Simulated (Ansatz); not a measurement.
A calculation with Ansatz 0.2.0 of Hf (native input, structure typed inline):

Contents of input.yaml:

```yaml
crystal:
  lattice:
    - [0.0, 2.22, 2.22]
    - [2.22, 0.0, 2.22]
    - [2.22, 2.22, 0.0]
  atoms:
    - { symbol: Hf, position: [0.0, 0.0, 0.0] }
hamiltonian:
  xc: blyp
  pseudopotentials: { kind: paw, xc_functional: lda, accuracy: standard }
  dispersion: d3bjatm
kpoints:
  mp_grid: { grid: [10, 10, 10] }
scf:
  occupations: { method: methfessel_paxton, width: 0.1 }
  n_extra_bands: 6
output:
  forces: true
  stress: true
  eigenvalues: true
  dos: { projected: false, de: 0.05, nscf_kmesh: { grid: [15, 15, 15] } }
```

Potentials or basis: JTH PAW LDA.

Run with:

```console
$ ansatz run input.yaml --threads 1 --pin off --max-ram 2560MiB --backend cpu --events-out ev --progress --plain --runs-dir out
```

This isn't the form of Hf at room conditions, which is hcp.

Q: Write the same calculation in another form: native input, Cartesian positions.

A: As run:

The input input.yaml:

```yaml
crystal:
  lattice:
    - [0.0, 2.22, 2.22]
    - [2.22, 0.0, 2.22]
    - [2.22, 2.22, 0.0]
  atoms:
    - { symbol: Hf, position_ang: [0.0, 0.0, 0.0] }
hamiltonian:
  xc: blyp
  pseudopotentials: { kind: paw, xc_functional: lda, accuracy: standard }
  dispersion: d3bjatm
kpoints:
  mp_grid: { grid: [10, 10, 10] }
scf:
  occupations: { method: methfessel_paxton, width: 0.1 }
  n_extra_bands: 6
output:
  forces: true
  stress: true
  eigenvalues: true
  dos: { projected: false, de: 0.05, nscf_kmesh: { grid: [15, 15, 15] } }
```

Potentials or basis: JTH PAW LDA.

Command:

```console
$ ansatz run input.yaml --threads 1 --pin off --max-ram 2560MiB --backend cpu --events-out ev --progress --plain --runs-dir out
```

Both were run:

|  | native input, structure typed inline | native input, Cartesian positions |
| --- | --- | --- |
| Pressure | -2.1 GPa | -2.1 GPa |
| Band gap on the k mesh | none (metal or under the smearing width) | none (metal or under the smearing width) |
| Density of states at the Fermi level | 1.55 states/eV per cell | 1.55 states/eV per cell |

Keys that steer only the numerical path or the files written may differ.

Caveat: the potentials were made for another functional, which shifts forces and pressure; pairwise dispersion overbinds metals, which lowers pressure and volume.
